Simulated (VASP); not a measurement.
Crystal: TePb.

```
CELL_PARAMETERS angstrom
0.00000 3.23100 3.23100
3.23100 0.00000 3.23100
3.23100 3.23100 0.00000
ATOMIC_POSITIONS crystal
Pb 0.00000 0.00000 0.00000
Te 0.50000 0.50000 0.50000
```

Base run:

```yaml
Program: VASP 6.6.1
Functional: PBE
Potentials_or_basis: VASP PAW PBE potentials, release 64 (Pb_d, Te)
Cutoff: 520 eV
k_mesh: 7 × 7 × 7
Occupations: gaussian, width 0.024 eV
Spin: no spin polarisation
```

Its results: pressure 2.1 GPa.

Task: The run is repeated on the same cell with these changes: functional from PBE to RPBE; occupations from gaussian, width 0.024 eV to gaussian, width 0.1 eV. What comes out?

Result: Pressure 3.6 GPa.

Caveats: the PAW data sets were made with another functional, which shifts forces and pressure a little (some runs).
